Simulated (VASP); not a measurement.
# Sc (I4/mcm) in VASP: single point with PBE

Aim: the single point of Sc with PBE.

Program: VASP 6.6.1. These are calculated values, not measurements. Logs are shortened: lines on timing, memory, paths and dates and some standing lists are left out, and cuts for length are marked.

### Step 1. The cell of the first run

The structure is tetragonal, space group I4/mcm (No. 140). The conventional cell has a = 6.401 Å, b = 6.401 Å, c = 5.447 Å, α = 90.00°, β = 90.00°, γ = 90.00°. Around Sc (site symmetry m2m) lie 7 Sc at 3.04 to 3.34 Å.

This isn't the form of Sc at room conditions, which is hcp.

### Step 2. Single point, PBE (strained and moved within the space group)

INCAR reads:

```
PREC = Accurate
ENCUT = 520
EDIFF = 1E-6
ISMEAR = 0
SIGMA = 0.1
LREAL = F
LASPH = T
NELM = 100
ALGO = Fast
ISIF = 2
LWAVE = F
LCHARG = F
GGA = PE
NBANDS = 30
```

KPOINTS reads:

```
regular mesh
0
Gamma
  10 10 10
```

POSCAR reads:

```
Sc
1.0
   -3.2005086054      3.2005086054      2.7236446197
    3.2005086054     -3.2005086054      2.7236446197
    3.2005086054      3.2005086054     -2.7236446197
Sc
4
Direct
    0.1751797122      0.3248202878      0.5000000000
    0.6751797122      0.1751797122      0.8503594143
    0.3248202878      0.8248202878      0.1496405857
    0.8248202878      0.6751797122      0.5000000000
```

Potentials or basis: VASP PAW PBE potentials, release 64 (Sc_sv).

Run with:

```
$ cat potpaw_PBE.64/Sc_sv/POTCAR > POTCAR
$ mpirun -np 1 vasp_std > vasp.out
```

OUTCAR:

```text
PREC = Accurate
   ENCUT = 520
   EDIFF = 1E-6
   ISMEAR = 0
   LREAL = F
   LASPH = T
   NELM = 100
   ISIF = 2
   GGA = PE

 ion  position               nearest neighbor table
   1  0.175  0.325  0.500-   4 3.04   4 3.04   4 3.17   3 3.34   2 3.34   3 3.34   2 3.34
   2  0.675  0.175  0.850-   3 3.04   3 3.04   3 3.17   4 3.34   1 3.34   1 3.34   4 3.34
   3  0.325  0.825  0.150-   2 3.04   2 3.04   2 3.17   4 3.34   1 3.34   4 3.34   1 3.34
   4  0.825  0.675  0.500-   1 3.04   1 3.04   1 3.17   2 3.34   3 3.34   3 3.34   2 3.34

  LATTYP: Found a body centered tetragonal cell.
 ALAT       =     6.4010172108
 C/A-ratio  =     0.8510036858

  Lattice vectors:

 A1 = (  -3.2005086054,   3.2005086054,   2.7236446197)
 A2 = (   3.2005086054,  -3.2005086054,   2.7236446197)
 A3 = (   3.2005086054,   3.2005086054,  -2.7236446197)

Analysis of symmetry for initial positions (statically):
=====================================================================
 Subroutine PRICEL returns:
 Original cell was already a primitive cell.

 Routine SETGRP: Setting up the symmetry group for a
 body centered tetragonal supercell.

 Subroutine GETGRP returns: Found 16 space group operations
 (whereof  8 operations were pure point group operations)
 out of a pool of 16 trial point group operations.

The static configuration has the point symmetry C_4h.
 The point group associated with its full space group is D_4h.

Analysis of symmetry for dynamics (positions and initial velocities):
=====================================================================
 Subroutine PRICEL returns:
 Original cell was already a primitive cell.

 Routine SETGRP: Setting up the symmetry group for a
 body centered tetragonal supercell.

 Subroutine GETGRP returns: Found 16 space group operations
 (whereof  8 operations were pure point group operations)
 out of a pool of 16 trial point group operations.

The dynamic configuration has the point symmetry C_4h.
 The point group associated with its full space group is D_4h.

 Subroutine INISYM returns: Found 16 space group operations
 (whereof  8 operations are pure point group operations),
 and found     1 'primitive' translations

----------------------------------------------------------------------------------------

                                     Primitive cell

  volume of cell :     111.5959

  direct lattice vectors                    reciprocal lattice vectors
    -3.200508605  3.200508605  2.723644620     0.000000000  0.156225170  0.183577548
     3.200508605 -3.200508605  2.723644620     0.156225170  0.000000000  0.183577548
     3.200508605  3.200508605 -2.723644620     0.156225170  0.156225170  0.000000000

  length of vectors
     5.282494740  5.282494740  5.282494740     0.241053977  0.241053977  0.220935754

  position of ions in fractional coordinates (direct lattice)
     0.175179712  0.324820288  0.500000000
     0.675179712  0.175179712  0.850359414
     0.324820288  0.824820288  0.149640586
     0.824820288  0.675179712  0.500000000

  ion indices of the primitive-cell ions
   primitive index   ion index
                 1           1
                 2           2
                 3           3
                 4           4

----------------------------------------------------------------------------------------

 KPOINTS: regular mesh

Automatic generation of k-mesh.
 Grid dimensions read from file:
 generate k-points for:   10   10   10

 Generating k-lattice:

  Cartesian coordinates                     Fractional coordinates (reciprocal lattice)
     0.000000000  0.015622517  0.018357755     0.100000000  0.000000000  0.000000000
     0.015622517  0.000000000  0.018357755     0.000000000  0.100000000  0.000000000
     0.015622517  0.015622517  0.000000000     0.000000000  0.000000000  0.100000000

  Length of vectors
     0.024105398  0.024105398  0.022093575

  Shift w.r.t. Gamma in fractional coordinates (k-lattice)
     0.000000000  0.000000000  0.000000000

 Subroutine IBZKPT returns following result:
 ===========================================

 Found    102 irreducible k-points:

 Following reciprocal coordinates:
            Coordinates               Weight
  0.000000  0.000000  0.000000      1.000000
  0.100000  0.000000 -0.000000      8.000000
  0.200000  0.000000 -0.000000      8.000000
  0.300000  0.000000 -0.000000      8.000000
  0.400000  0.000000 -0.000000      8.000000
  0.500000  0.000000 -0.000000      4.000000
[... 16 lines left out ...]
  0.300000  0.300000 -0.000000      8.000000
  0.400000  0.300000 -0.000000     16.000000
 [... further k-points ...]
   k-points           NKPTS =    102   k-points in BZ     NKDIM =    102   number of bands    NBANDS=     30
   number of dos      NEDOS =    301   number of ions     NIONS =      4
   total plane-waves  NPLWV =  64000
   dimension x,y,z NGX =    40 NGY =   40 NGZ =   40
   dimension x,y,z NGXF=    80 NGYF=   80 NGZF=   80
   ions per type =               4
   NGX,Y,Z   is equivalent  to a cutoff of  12.59, 12.59, 12.59 a.u.
   NGXF,Y,Z  is equivalent  to a cutoff of  25.18, 25.18, 25.18 a.u.
 SYSTEM =  unknown system
   PREC   = accura    normal or accurate (medium, high low for compatibility)
   ISTART =      0    job   : 0-new  1-cont  2-samecut
   ICHARG =      2    charge: 1-file 2-atom 10-const
   ISPIN  =      1    spin polarized calculation?
   LNONCOLLINEAR =      F non collinear calculations
   LSORBIT =      F    spin-orbit coupling
   LASPH  =      T    aspherical Exc in radial PAW
   ENCUT  =  520.0 eV  38.22 Ry    6.18 a.u.   9.82  9.82  9.82*2*pi/ulx,y,z
   NELM   =    100;   NELMIN=  2; NELMDL= -5     # of ELM steps
   EDIFF  = 0.1E-05   stopping-criterion for ELM
   LREAL  =      F    real-space projection
   EDIFFG = 0.1E-04   stopping-criterion for IOM
   NSW    =      0    number of steps for IOM
   IBRION =     -1    ionic relax: 0-MD 1-quasi-New 2-CG
   NFREE  =      0    steps in history (QN), initial steepest desc. (CG)
   ISIF   =      2    stress and relaxation
   ISYM   =      2    0-nonsym 1-usesym 2-fastsym
   POTIM  = 0.5000    time-step for ionic-motion
   TEBEG  =    0.0;   TEEND  =   0.0 temperature during run
   PSTRESS=    0.0 pullay stress
   NELECT =      44.0000    total number of electrons
   NUPDOWN=      -1.0000    fix difference up-down
   EMIN   =  10.00;   EMAX   =-10.00  energy-range for DOS
   EFERMI =   0.00;   METHOD = LEGACY
   ISMEAR =     0;   SIGMA  =   0.10  broadening in eV -4-tet -1-fermi 0-gaus
   EFERMI_NEDOS =   21; number of points for ismear=-14 and -15
   IALGO  =     68    algorithm
   IMIX   =      4    mixing-type and parameters
     AMIX     =   0.40;   BMIX     =  1.00
     AMIX_MAG =   1.60;   BMIX_MAG =  1.00
  volume/ion in A,a.u.               =      27.90       188.27
  Fermi-wavevector in a.u.,A,eV,Ry     =   1.200447  2.268515 19.606981  1.441072
  Thomas-Fermi vector in A             =   2.336282
   LORBIT       =      0    0 simple, 1 ext, 2 COOP (PROOUT), +10 PAW based schemes
   GGA     = PE    functional components
   LHFCALC =     F    Hartree Fock is set to
   AEXX    =    0.0000 exact exchange contribution
   IVDW    =     0    specifies the selected vdW correction
   LEPSILON=     F    determine dielectric tensor
   LRPA    =     F    only Hartree local field effects (RPA)
 non-spin polarized calculation
 RMM-DIIS sequential band-by-band and
 Gauss-broadening in eV      SIGMA  =   0.10
  energy-cutoff  :      520.00
  volume of cell :      111.60
 maximum number of plane-waves:      3031
   NGX = 19   NGY = 19   NGZ = 19

 number of electron      44.0000006 magnetization

 Free energy of the ion-electron system (eV)
  ---------------------------------------------------
  ext. energy  EPLUGINS =         0.00000000
  ---------------------------------------------------
  free energy    TOTEN  =       -23.88483256 eV

  energy without entropy =      -23.84075596  energy(sigma->0) =      -23.86279426

 E-fermi :   2.9446     XC(G=0):  -9.3355

 val. band max:        2.9433250919   @ k =   0.4000   0.4000  -0.0000
 cond. band min:       2.9458381831   @ k =   0.4000   0.1000  -0.0000
 fundamental gap:      0.0025130912
 Fermi energy:         2.9446470965

 k-point     1 :       0.0000    0.0000    0.0000
  band No.  band energies     occupation
      1     -46.7024      2.00000
      2     -46.6590      2.00000
      3     -46.6218      2.00000
      4     -46.6218      2.00000
      5     -25.4729      2.00000
      6     -25.4729      2.00000
[... 22 lines left out ...]
     29       4.3504      0.00000
     30       5.4512      0.00000

 k-point     2 :       0.1000    0.0000   -0.0000
  band No.  band energies     occupation
      1     -46.7002      2.00000
      2     -46.6584      2.00000
      3     -46.6235      2.00000
      4     -46.6230      2.00000
      5     -25.4722      2.00000
      6     -25.4691      2.00000
[... 22 lines left out ...]
     29       4.3770      0.00000
     30       5.1764      0.00000

 k-point     3 :       0.2000    0.0000   -0.0000
  band No.  band energies     occupation
      1     -46.6940      2.00000
      2     -46.6568      2.00000
      3     -46.6281      2.00000
      4     -46.6262      2.00000
      5     -25.4667      2.00000
      6     -25.4605      2.00000
[... 22 lines left out ...]
     29       4.4464      0.00000
     30       5.3115      0.00000

 k-point     4 :       0.3000    0.0000   -0.0000
  band No.  band energies     occupation
      1     -46.6845      2.00000
      2     -46.6544      2.00000
      3     -46.6354      2.00000
      4     -46.6309      2.00000
      5     -25.4518      2.00000
      6     -25.4509      2.00000
[... 616 lines left out ...]
     29       4.5278      0.00000
     30       5.1855      0.00000

 k-point    23 :       0.3000    0.3000   -0.0000
  band No.  band energies     occupation
      1     -46.6624      2.00000
      2     -46.6548      2.00000
      3     -46.6517      2.00000
      4     -46.6364      2.00000
      5     -25.4498      2.00000
      6     -25.4209      2.00000
[... 22 lines left out ...]
     29       4.3554      0.00000
     30       4.6391      0.00000

 k-point    24 :       0.4000    0.3000   -0.0000
  band No.  band energies     occupation
      1     -46.6704      2.00000
      2     -46.6579      2.00000
      3     -46.6458      2.00000
      4     -46.6312      2.00000
      5     -25.4640      2.00000
      6     -25.4484      2.00000
[... 22 lines left out ...]
     29       4.3944      0.00000
     30       4.5992      0.00000

 [... further k-points ...]
[... 5 lines left out ...]
  --------------------------------------------------------------------------------------
  -------------------------------------------------------------------------------------
  Total       -3.2065331     -3.2065331     -0.4486079      0.0000000      0.0000000      0.0000000
  in kB      -46.0360313    -46.0360313     -6.4406410      0.0000000      0.0000000      0.0000000
  external PRESSURE =     -32.8375679 kB  Pullay stress =       0.0000000 kB

 VOLUME and BASIS-vectors are now :
 -----------------------------------------------------------------------------
  energy-cutoff  :      520.00
  volume of cell :      111.60
      direct lattice vectors                 reciprocal lattice vectors
    -3.200508605  3.200508605  2.723644620     0.000000000  0.156225170  0.183577548
     3.200508605 -3.200508605  2.723644620     0.156225170  0.000000000  0.183577548
     3.200508605  3.200508605 -2.723644620     0.156225170  0.156225170  0.000000000

 POSITION                                       TOTAL-FORCE (eV/Angst)
 -----------------------------------------------------------------------------------
      2.07918      1.12133      0.00000         0.604943     -0.604943     -0.000000
      1.12133      4.32184      0.00000        -0.604943     -0.604943      0.000000
      2.07918     -1.12133      2.72364         0.604943      0.604943     -0.000000
      1.12133      2.07918      2.72364        -0.604943      0.604943     -0.000000
 -----------------------------------------------------------------------------------
    total drift:                               -0.000035      0.000005      0.000031

  FREE ENERGIE OF THE ION-ELECTRON SYSTEM (eV)
  ---------------------------------------------------
  free  energy   TOTEN  =       -23.8848325553 eV

  energy  without entropy=      -23.8407559621  energy(sigma->0) =      -23.86279426
```

Wall time 6.4 min (1 thread of Intel Xeon Platinum 8559C (Emerald Rapids), shared host); peak memory 0.41 GiB.

Results:

```yaml
Free_energy: -23.8848 eV
Pressure: -3.3 GPa
Largest_force: 0.856 eV/Å
Band_gap_on_the_k_mesh: none (metal or under the smearing width)
```

Forces on the atoms (eV/Å):
```
Sc   0.605 -0.605  0.000
Sc  -0.605 -0.605  0.000
Sc   0.605  0.605  0.000
Sc  -0.605  0.605  0.000
```

Levels at points of the mesh, in eV from the Fermi level:
| k point | band 20 | band 21 | band 22 | band 23 | band 24 | band 25 |
| --- | --- | --- | --- | --- | --- | --- |
| (0.00, 0.00, 0.00) | -0.55 | -0.24 | -0.24 | 0.08 | 1.05 | 1.05 |
| (0.50, 0.00, 0.00) | -1.06 | -0.03 | -0.03 | 0.55 | 0.55 | 0.65 |
| (0.50, 0.50, 0.00) | -0.41 | -0.38 | -0.38 | -0.18 | 0.80 | 1.07 |
| (0.50, 0.50, 0.50) | -1.16 | -0.84 | 0.35 | 0.41 | 0.41 | 0.77 |
